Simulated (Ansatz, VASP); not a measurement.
## Al in VASP and in Ansatz

```xyz
1
Lattice="0.0000 2.0248 2.0248 2.0248 0.0000 2.0248 2.0248 2.0248 0.0000" Properties=species:S:1:pos:R:3 pbc="T T T"
Al    0.0000    0.0000    0.0000
```

Alike in both runs: task band structure; functional PBE; k mesh 11 × 11 × 11; occupations fermi-dirac, width 0.05 eV; no spin polarisation.

|  | VASP | Ansatz |
| --- | --- | --- |
| version | VASP 6.6.1 | Ansatz 0.2.0 |
| potentials or method | VASP PAW PBE potentials, release 64 (Al_GW) | Ansatz PAW |
| plane-wave cutoff (eV) | 550 | 420 |
| valence electrons in the cell | 3 | 3 |

|  | VASP | Ansatz | Ansatz less VASP |
| --- | --- | --- | --- |
| gap on the k mesh at the Fermi level (eV) | none | none | - |
| pressure (GPa) | -0.6 | -0.4 | +0.15 |

A gap of «none» marks a metal or a gap that the smearing closes. The functional is the same, so the differences come from potentials, cutoffs and numerics.
